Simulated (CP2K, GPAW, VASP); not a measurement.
**Zn: programs and potentials compared**

```xyz
2
Lattice="2.6700 0.0000 0.0000 -1.3350 2.3123 0.0000 0.0000 0.0000 4.9660" Properties=species:S:1:pos:R:3 pbc="T T T"
Zn    1.3350    0.7708    3.7245
Zn    0.0000    1.5415    1.2415
```

Alike in all runs: task single point; functional PBE; k mesh 11 × 11 × 6; occupations gaussian, width 0.05 eV; no spin polarisation; no spin-orbit coupling. Pressure is positive in compression and, in plane waves, holds the error of the finite cutoff.

```tsv
program and potentials	plane-wave cutoff (eV)	notes	pressure (GPa)
GPAW, GPAW PAW data sets (gpaw-data 1.2.1)	600	-	-0.96
VASP, PBE PAW files Zn, release 54, 520 eV	520	-	?
CP2K, POTENTIAL_UZH Zn GTH-PBE-q12; TZVP-MOLOPT-PBE-GTH basis	-	atomic basis	-0.26
```

Q: Estimate from the other rows what the run with VASP, PBE PAW files Zn, release 54, 520 eV gave.

A: Pressure -0.13 GPa. The other rows, which needn't bracket it: pressure -0.96 to -0.26.
